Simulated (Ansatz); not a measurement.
# Sc: clamped-ion strain scan

Method: Ansatz 0.2.0, DFT PBE, scalar-relativistic, plane waves, PAW. The runs took a 420 eV cutoff, a Γ-centred 18×18×10 mesh and Gaussian smearing (0.15 eV). No spin polarisation. Energies are free energies at this smearing, counted from the undisturbed cell; pressure is positive in compression.

The undisturbed cell (as given, not relaxed at this level; it stands at -0.6 GPa):

```
CELL_PARAMETERS angstrom
3.30880 0.00000 0.00000
-1.65440 2.86550 0.00000
0.00000 0.00000 5.26800
ATOMIC_POSITIONS crystal
Sc 0.33333 0.66667 0.25000
Sc 0.66667 0.33333 0.75000
```

The cell is strained by ε times the Voigt pattern (0, 0, 0, 1, 0, 0) (xx, yy, zz, yz, xz, xy; engineering shear) with fractional coordinates fixed. The cell is metallic on the mesh throughout.

```
      ε  ΔE (meV/atom)
-0.0200            0.8
-0.0100            0.2
 0.0000            0.0
 0.0050            0.1
 0.0150            0.5
```

Problem. Predict the stress summed along the pattern (GPa, tension positive) at each point.

Solution.
| ε | stress summed along the pattern (GPa, tension positive) |
| --- | --- |
| -0.0200 | -0.55 |
| -0.0100 | -0.27 |
| 0.0000 | 0.00 |
| 0.0050 | 0.14 |
| 0.0150 | 0.41 |